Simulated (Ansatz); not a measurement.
Rough cost of magnetic runs on Eu (Fm-3m) in Ansatz 0.2.0, 1 thread of AMD EPYC 7B13 (Zen 3), on a shared host.

```
Eu
1.0
     0.00000    2.78930    2.78930
     2.78930    0.00000    2.78930
     2.78930    2.78930    0.00000
Eu
1
Direct
  0.00000 0.00000 0.00000
```

| run | functional, mesh | k points solved | bands | iterations | wall time (s) | peak memory (GiB) |
| --- | --- | --- | --- | --- | --- | --- |
| LAPW: volume scaled by 1.1 | PBE, 9×9×9 | 35 | 21 | 11 | 12 | 0.41 |
| PAW: volume scaled by 0.92, no spin polarisation | PBE, 9×9×9 | 35 | 16 | 10 | 1.2 | 0.36 |
| PAW: volume scaled by 0.86, no spin polarisation | PBE, 9×9×9 | 35 | 16 | 8 | 1.3 | 0.34 |
| PAW: volume scaled by 1.1, no spin polarisation | PBE, 9×9×9 | 35 | 16 | 12 | 1.4 | 0.37 |
| PAW: volume scaled by 0.74 | PBE, 9×9×9 | 35 | 16 | 11 | 3.4 | 0.41 |
| LAPW: volume scaled by 1.25 | PBE, 9×9×9 | 35 | 21 | 11 | 12 | 0.38 |
| PAW: free moments from the typed start | PBE, 9×9×9 | 35 | 16 | 11 | 3.9 | 0.42 |
| LAPW: volume scaled by 0.96 | PBE, 9×9×9 | 35 | 21 | 13 | 14 | 0.4 |
| LAPW: free moments | PBE, 9×9×9 | 35 | 21 | 12 | 13 | 0.4 |

(1) Roughly how much dearer is an iteration by LAPW than by PAW among the runs with the first row's mesh and spin treatment (collinear)?

Runs with the default search for lower states can spend part of their time in further cycles.

Answers

(1) About 3 times (medians of wall time over iterations; times from a shared host are rough).
